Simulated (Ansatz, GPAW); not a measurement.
## One calculation of MnS, 3 ways

```
S Mn
1.0
     1.83000    1.05655    2.97092
    -1.83000    1.05655    2.97092
     0.00000   -2.11310    2.97092
S Mn
1 1
Direct
  0.50000 0.50000 0.50000
  0.00000 0.00000 0.00000
```

The cell is a database's computed one, not the measured one.

Alike in all runs: task single point; functional PBE; k mesh 9 × 9 × 9; occupations gaussian, width 0.1 eV; collinear spin, ferromagnetic start; no spin-orbit coupling. Pressure is positive in compression and, in plane waves, holds the error of the finite cutoff, which Ansatz's Pulay term estimates and takes out.

| program and potentials | plane-wave cutoff (eV) | notes | pressure (GPa) | net moment per atom (μB) |
| --- | --- | --- | --- | --- |
| Ansatz, Ansatz PAW | 420 | Pulay term of +0.04 GPa included | -1.54 | 2.33 |
| GPAW, GPAW PAW data sets (gpaw-data 1.2.1) | 600 | - | -1.61 | 2.32 |
| Ansatz, all-electron LAPW, scalar-relativistic | - | - | -1.50 | 2.33 |

The pressure spans -1.61 (GPAW, GPAW PAW data sets (gpaw-data 1.2.1)) to -1.50 GPa (Ansatz, all-electron LAPW, scalar-relativistic), with all-electron results at -1.50. The net moment per atom spans 2.32 (GPAW, GPAW PAW data sets (gpaw-data 1.2.1)) to 2.33 μB (Ansatz, all-electron LAPW, scalar-relativistic), with all-electron results at 2.33. The state is the one that the start led to, which needn't be the lowest.

Differences between rows come from potentials, basis sets and numerical settings, since the functional is the same but for its coding. Runs on potential files found faulty are left out.
